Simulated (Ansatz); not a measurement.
Ti, DFT, PBE, all-electron PAW with datasets made for the crystal, scalar-relativistic (Ansatz 0.2.0), run on 1 thread of Intel(R) Xeon(R) Platinum 8488C (Sapphire Rapids) on a shared host.

The cell is a measured one (Crystallography Open Database entry 9012924); the temperature and pressure of the measurement aren't taken into account, and nothing was relaxed. The listed cell was then made from it by scaling, straining or moving an atom.

Command: `ansatz run input.yaml --threads 1 --pin off --max-ram 3072MiB --backend cpu --events-out ev --progress --plain --runs-dir out`

```yaml
crystal:
  lattice:
    - [-1.65741, 1.65741, 1.641]
    - [1.65741, -1.65741, 1.641]
    - [1.65741, 1.65741, -1.641]
  atoms:
    - { symbol: Ti, position: [0.0, 0.0, 0.0] }
kpoints:
  mp_grid: { grid: [14, 14, 14] }
scf:
  occupations: { method: fermi_dirac, width: 0.05 }
hamiltonian:
  xc: pbe
  pseudopotentials: { kind: all_electron, datasets: crystal }
output:
  forces: true
  stress: true
  eigenvalues: true
  efg: { contact_densities: true }
```

How large is the problem that the program sets up?

244 irreducible k-points, 177 plane waves at Γ, 7 bands.

About how long does it take, and how much memory does it use?

5.1 s of wall time for 7 SCF iterations, with a peak of 0.41 GiB. Times on shared machines scatter by tens of per cent.

And the same cell and mesh by frozen-core PAW, asked for forces, stress, eigenvalues, efg, write_density, write_potential, elf, on the same hardware?

3.1 s, peak memory 0.42 GiB.
